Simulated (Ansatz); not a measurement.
The system is AlN.

```
CELL_PARAMETERS angstrom
3.31212 0.00000 0.00000
-1.65606 2.86838 0.00000
0.00000 0.00000 4.18756
ATOMIC_POSITIONS crystal
Al 0.66667 0.33333 0.25000
Al 0.33333 0.66667 0.75000
N 0.66667 0.33333 0.75000
N 0.33333 0.66667 0.25000
```

Measurements of this composition are mostly on another form, of space group No. 186.

Program: Ansatz 0.2.0. Alike in all runs: task single point; level HSE06 form with a typed share of exact exchange; potentials or basis Ansatz PAW; no spin polarisation; cell as given; k mesh 5 × 5 × 4; cutoff (eV) 420; smearing fermi-dirac 0.05 eV; the mesh is coarse, so values aren't converged.

Q: Order these runs on this cell by their band gap on the k mesh, lowest first.
A. share of exact exchange 0.25
B. share of exact exchange 0.05
C. share of exact exchange 0.1
D. share of exact exchange 0.15
E. share of exact exchange 0.3

A: B (3.51 eV), C (3.76 eV), D (4.02 eV), A (4.54 eV), E (4.81 eV).

Caveats: all runs use coarse meshes; odd divisions of the mesh miss points on the zone boundary, where band edges often lie, so the gap on the mesh can be too wide.
